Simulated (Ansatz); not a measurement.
**CoSi: which structure wins at one pressure**

Aim: bring CoSi in several structures (rocksalt, CsCl, zincblende, wurtzite) to one pressure and rank them by enthalpy. The pressure is set by scaling the first phase. Methods of the runs shown: LAPW. Companion runs by PAW are cited.

Method: DFT, LDA, all-electron LAPW, scalar-relativistic, in Ansatz 0.2.0.

## (1) The structure to begin with

Symmetry: Fm-3m, No. 225, cubic system. Conventional cell: a = 4.152 Å, b = 4.152 Å, c = 4.152 Å, α = 90.00°, β = 90.00°, γ = 90.00°. Around Co (site symmetry m-3m) lie 6 Si at 2.08 Å. Si (site symmetry m-3m) is surrounded by 6 Co at 2.08 Å.

Structure file:

```cif
data_structure
_symmetry_space_group_name_H-M 'P 1'
_symmetry_Int_Tables_number 1
_cell_length_a 2.9356
_cell_length_b 2.9356
_cell_length_c 2.9356
_cell_angle_alpha 60.000
_cell_angle_beta 60.000
_cell_angle_gamma 60.000
_cell_volume 17.89
loop_
_atom_site_label
_atom_site_type_symbol
_atom_site_fract_x
_atom_site_fract_y
_atom_site_fract_z
_atom_site_occupancy
Co1 Co 0.00000 0.00000 0.00000 1
Si1 Si 0.50000 0.50000 0.50000 1
```

Atoms are numbered in the order of the input: Co1, Si2.

## (2) Rocksalt at the PAW cell, LAPW

Contents of input.yaml:

```yaml
crystal:
  lattice:
    - [0.0, 2.0758142987, 2.0758142987]
    - [2.0758142987, 0.0, 2.0758142987]
    - [2.0758142987, 2.0758142987, 0.0]
  atoms:
    - { symbol: Co, position: [0.0, 0.0, 0.0], spin: 1.7 }
    - { symbol: Si, position: [0.5, 0.5, 0.5] }
magnetization:
  spin_polarized: true
kpoints:
  mp_grid: { grid: [16, 16, 16] }
scf:
  occupations: { method: fermi_dirac, width: 0.08 }
hamiltonian:
  xc: lda
  pseudopotentials: { kind: all_electron, lapw: { basis_error: 0.0005 } }
output:
  forces: true
  stress: true
  eigenvalues: true
  populations: true
```

Launch:

```console
ansatz run input.yaml --threads 2 --pin off --max-ram 7168MiB --backend cpu --events-out ev --progress --plain --runs-dir out
```

## (3) CsCl at the PAW cell, LAPW

input.yaml: that of step 2 with these lines changed.

```diff
@@ -2,5 +2,5 @@
   lattice:
-    - [0.0, 2.0758142987, 2.0758142987]
-    - [2.0758142987, 0.0, 2.0758142987]
-    - [2.0758142987, 2.0758142987, 0.0]
+    - [2.5228168692, 0.0, 0.0]
+    - [0.0, 2.5228168692, 0.0]
+    - [0.0, 0.0, 2.5228168692]
   atoms:
```

## (4) Zincblende at the PAW cell, LAPW

Contents of input.yaml:

```yaml
crystal:
  lattice:
    - [0.0, 2.1989663331, 2.1989663331]
    - [2.1989663331, 0.0, 2.1989663331]
    - [2.1989663331, 2.1989663331, 0.0]
  atoms:
    - { symbol: Co, position: [0.0, 0.0, 0.0], spin: 1.7 }
    - { symbol: Si, position: [0.25, 0.25, 0.25] }
magnetization:
  spin_polarized: true
kpoints:
  mp_grid: { grid: [14, 14, 14] }
scf:
  occupations: { method: fermi_dirac, width: 0.08 }
hamiltonian:
  xc: lda
  pseudopotentials: { kind: all_electron, lapw: { basis_error: 0.0005 } }
output:
  forces: true
  stress: true
  eigenvalues: true
  populations: true
```

## (5) Wurtzite at the PAW cell, LAPW

Contents of input.yaml:

```yaml
crystal:
  lattice:
    - [3.4031338971, 0.0, 0.0]
    - [-1.7015669486, 2.9472004074, 0.0]
    - [0.0, 0.0, 4.0059387857]
  atoms:
    - { symbol: Co, position: [0.3333333333, 0.6666666667, -0.0620013721], spin: 1.7 }
    - { symbol: Co, position: [0.6666666667, 0.3333333333, 0.4379986279], spin: 1.7 }
    - { symbol: Si, position: [0.3333333333, 0.6666666667, 0.4380013721] }
    - { symbol: Si, position: [0.6666666667, 0.3333333333, 0.9380013721] }
magnetization:
  spin_polarized: true
kpoints:
  mp_grid: { grid: [11, 11, 6] }
scf:
  occupations: { method: fermi_dirac, width: 0.08 }
hamiltonian:
  xc: lda
  pseudopotentials: { kind: all_electron, lapw: { basis_error: 0.0005 } }
output:
  forces: true
  stress: true
  eigenvalues: true
  populations: true
```

(Steps that only read results are left out.)

Q: Predict the outcome of this session. Wanted: pressure; lowest (for each run or level that gives them).

The runs gave:

| quantity | value |
| --- | --- |
| pressure | 100 GPa |
| lowest (LAPW) | CsCl, 1318.8 meV/atom under rocksalt |
| lowest (PAW) | CsCl, 1318.8 meV/atom under rocksalt |

**Reading.** By LAPW the order is CsCl < rocksalt < wurtzite < zincblende. By PAW the order is CsCl < rocksalt < wurtzite < zincblende. Some starts changed symmetry on relaxing: wurtzite ended as P6_3/mmc. The methods agree on the lowest phase. Only these structures were tried, with electrons smeared by 0.08 eV and without vibrations, so the true ground state may be another. The k meshes differ between phases and weren't tested, which can move differences by some meV.
